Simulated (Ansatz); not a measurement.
Turn this script for the Ansatz DFT code, driven from Python into the input file that the command-line program reads.

The script, `gase_pdos.py`:
```python
"""Which atoms and shells make the states of GaSe."""

import sys

import ansatz as az
from ase import Atoms
import matplotlib.pyplot as plt
import numpy as np

atoms = Atoms(
    ["Ga", "Ga", "Ga", "Ga", "Se", "Se", "Se", "Se"],
    scaled_positions=[
        (1 / 3, 2 / 3, 0.177),
        (2 / 3, 1 / 3, 0.677),
        (1 / 3, 2 / 3, 0.323),
        (2 / 3, 1 / 3, 0.823),
        (1 / 3, 2 / 3, 0.6),
        (2 / 3, 1 / 3, 0.1),
        (1 / 3, 2 / 3, 0.9),
        (2 / 3, 1 / 3, 0.4),
    ],
    cell=[
        (3.742, 0.0, 0.0),
        (-1.871, 3.240667, 0.0),
        (0.0, 0.0, 15.919),
    ],
    pbc=True,
)
xtal = az.Crystal.from_ase(atoms)

calc = (
    xtal.calculation()
    .functional("pbesol")
    .kpoints(6, 6, 1)
    .occupations(az.OccupationsMethod.FIXED)
    .basis(420)
    .scf(extra_bands=22)
    .density_of_states(projected=True, method="smearing", broadening_width=0.15, energy_step=0.1)
)
try:
    out = calc.run()
except az.NonConvergedError as error:
    sys.exit(f"no convergence: {error}")
except az.RefusalError as error:
    sys.exit(f"input refused: {error}")
report = out.report

dos = out.density_of_states()
energy = np.asarray(dos.energies_ev) - dos.fermi_ev
curves = {}
for site in out.projected_density_of_states().sites:
    for shell in site.shells:
        weight = sum(np.sum(curve.g_bin_mean_per_ev, axis=0) for curve in shell.curves)
        name = f"{site.species} {shell.label}"
        curves[name] = curves.get(name, 0) + weight

window = (energy > -6) & (energy < 6)
fig, ax = plt.subplots(figsize=(5.5, 3.5))
for name, g in curves.items():
    if g[window].max() > 0.05:
        ax.plot(energy[window], g[window], label=name, lw=1)
        print(f"{name:8s} peak {g[window].max():7.3f} states/eV at {energy[window][g[window].argmax()]:6.2f} eV")
ax.set(xlabel="E - E_F (eV)", ylabel="states/eV")
ax.legend(fontsize=7)
fig.tight_layout()
fig.savefig("pdos.png", dpi=100)
```

Output of `python gase_pdos.py`:
```text
Ga 4S    peak   2.545 states/eV at   2.83 eV
Ga 4P    peak   5.802 states/eV at   4.73 eV
Se 4S    peak   0.383 states/eV at   4.03 eV
Se 4P    peak   7.887 states/eV at  -2.07 eV
```

`input.yaml`:
```yaml
crystal:
  lattice:
    - [3.742, 0.0, 0.0]
    - [-1.871, 3.240667, 0.0]
    - [0.0, 0.0, 15.919]
  atoms:
    - { symbol: Ga, position: [0.3333333333333333, 0.6666666666666666, 0.177] }
    - { symbol: Ga, position: [0.6666666666666666, 0.3333333333333333, 0.677] }
    - { symbol: Ga, position: [0.3333333333333333, 0.6666666666666666, 0.323] }
    - { symbol: Ga, position: [0.6666666666666666, 0.3333333333333333, 0.823] }
    - { symbol: Se, position: [0.3333333333333333, 0.6666666666666666, 0.6] }
    - { symbol: Se, position: [0.6666666666666666, 0.3333333333333333, 0.1] }
    - { symbol: Se, position: [0.3333333333333333, 0.6666666666666666, 0.9] }
    - { symbol: Se, position: [0.6666666666666666, 0.3333333333333333, 0.4] }
basis:
  ecutwfc: 420.0
kpoints:
  mp_grid:
    grid: [6, 6, 1]
hamiltonian:
  xc: pbesol
scf:
  n_extra_bands: 22
  occupations:
    method: fixed
output:
  dos:
    de: 0.1
    method:
      smearing:
        sigma: 0.15
    projected: true
```

Semilocal gaps usually lie well under measured ones. Peaks are the largest values inside the energy window taken; deeper bands lie outside it. The crystal has a gap of about 1.11 eV on the mesh; any density of states at or just above the Fermi level is the tail of the broadening. The starting cell is as deposited in a crystallographic database; the results hold for this polymorph, which needn't be the stable one. Curves are summed over the cell's atoms. Only shells that the potentials hold have channels, so projections don't add up to the total, least of all where a shell is missing (p of most metals); heights and places of peaks move with the mesh. The density of states is complete only as far up as bands were computed. Run time: 7.6 s on 1 thread of Intel(R) Xeon(R) Processor @ 2.30GHz (shared host), peak memory 0.67 GiB.

(Lines on the test bed's own set-up are left out of the output.)
